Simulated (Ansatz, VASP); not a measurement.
# One calculation of Gd, two programs

```
CELL_PARAMETERS angstrom
0.00000 2.61985 2.61985
2.61985 0.00000 2.61985
2.61985 2.61985 0.00000
ATOMIC_POSITIONS crystal
Gd 0.00000 0.00000 0.00000
```

This isn't the form of Gd at room conditions, which is hcp.

Alike in both runs: task single point; functional PBEsol; k mesh 10 × 10 × 10; occupations fermi-dirac, width 0.05 eV; collinear spin.

|  | VASP | Ansatz |
| --- | --- | --- |
| version | VASP 6.6.1 | Ansatz 0.2.0 |
| potentials or method | VASP PAW PBE potentials, release 64 (Gd), cutoff 520 eV | all-electron (LAPW or listed datasets) |

```tsv
	VASP	Ansatz	Ansatz less VASP
net moment per atom (μB)	7.56	7.55	-0.006
size of the moment on the site where the two differ most (μB)	6.95	7.42	+0.466
```

Site moments also hang on the region over which each program counts them. Ansatz ran all-electron here, so the differences hold the error of VASP's frozen core and of both bases. Ansatz warned: «given_moment_on_shells».

 The state reached can hang on the start; a lower one may exist.
